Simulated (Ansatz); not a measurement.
# MgO: energy along a strain

MgO, P-6m2, a = 2.938 Å, c = 2.680 Å. This isn't the usual stable structure of the compound. Ansatz: PBE, PAW, 420 eV, Γ-centred 12×12×8 mesh on 2 atoms, Gaussian smearing 0.05 eV; no spin polarisation. Cell vectors (Å): 2.938 0.000 0.000; -1.469 2.544 0.000; 0.000 0.000 2.680. The cell is strained by x per cent times the pattern (1 -1 0 0 0 0) in the order xx yy zz yz xz xy (engineering shears), with fractional coordinates held. y is the free energy over the start, V0 = 10.014 Å³/atom.

```tsv
x (%)	y (meV/atom)
-6.00	58.38
-4.50	32.02
-3.00	?
-1.50	3.38
0.00	0.00
1.50	3.21
3.00	12.57
4.50	27.61
5.25	37.12
6.00	47.90
```

Question: Fit y = c2 x² + c3 x³ to the other rows, get the stiffness along the pattern, and predict the missing energy.

Answer: Least squares on the rows shown. y = 1.4749 x² − 0.024285 x³. The clamped-ion stiffness p·C·p = 2 × 14.75 eV × 160.2 / 10.014 Å³ = 472 GPa. At x = -3.00 the fit asked for gives 13.93 meV/atom. The run gave 13.87 meV/atom, so the fit is 0.06 meV/atom too high, within twice the rms miss on the fitted rows (0.04 meV/atom).

Cost: 10 runs of about 0.36 core-minutes in all, on Intel Xeon 6975P-C (Granite Rapids) (shared hosts).